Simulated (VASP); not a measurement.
Crystal: SiO2 (Cristobalite).

```
Si O
1.0
     4.98200    0.00000    0.00000
     0.00000    4.98200    0.00000
     0.00000    0.00000    6.96300
Si O
4 8
Direct
  0.29897 0.29897 0.00000
  0.20103 0.79897 0.25000
  0.70103 0.70103 0.50000
  0.79897 0.20103 0.75000
  0.23989 0.10347 0.17813
  0.39653 0.73989 0.42813
  0.76011 0.89653 0.67813
  0.60347 0.26011 0.92813
  0.73989 0.39653 0.57187
  0.89653 0.76011 0.32187
  0.26011 0.60347 0.07187
  0.10347 0.23989 0.82187
```

| Item | Value |
| --- | --- |
| Program | VASP 6.6.1 |
| Task | relaxation of cell and atoms |
| Functional | PBEsol |
| Potentials or basis | VASP PAW PBE potentials, release 64 (Si, O) |
| Cutoff | 600 eV |
| k mesh | 6 × 6 × 4 |
| Occupations | gaussian, width 0.03 eV |
| Spin | no spin polarisation |

At the start: pressure 4.3 GPa; volume 14.40 Å³/atom.

Question: How do energy, volume and symmetry change on relaxing?

Answer: Over 11 steps the energy falls by 4.9 meV/atom and the volume is 14.73 Å³/atom (+2.3 %); space group P4_12_12 (No. 92, to 0.05 Å).

The path:
```
step  energy change (eV)  largest force (eV/Å)  pressure (GPa)  volume (Å³)
   1              0.0000                0.3186            4.28       172.82
   2              0.0795                0.6074           -5.49       182.63
   3             -0.0573                0.1328            0.17       176.57
   4             -0.0573                0.1275            0.24       176.50
   5             -0.0496                0.3473           -0.48       177.25
   6             -0.0588                0.0153            0.04       176.71
   7             -0.0588                0.0177            0.03       176.72
   8             -0.0589                0.0127           -0.05       176.80
   9             -0.0590                0.0102           -0.13       176.89
  10             -0.0591                0.0060           -0.07       176.84
  11             -0.0591                0.0076            0.02       176.76
```

Final structure:
```
CELL_PARAMETERS angstrom
5.02396 0.00000 0.00000
0.00000 5.02396 0.00000
0.00000 0.00000 7.00295
ATOMIC_POSITIONS crystal
Si 0.29928 0.29928 0.00000
Si 0.20072 0.79928 0.25000
Si 0.70072 0.70072 0.50000
Si 0.79928 0.20072 0.75000
O 0.23926 0.10366 0.17886
O 0.39634 0.73926 0.42886
O 0.76074 0.89634 0.67886
O 0.60366 0.26074 0.92886
O 0.73926 0.39634 0.57114
O 0.89634 0.76074 0.32114
O 0.26074 0.60366 0.07114
O 0.10366 0.23926 0.82114
```

Caveat: the PAW data sets were made with another functional, which shifts forces and pressure a little.
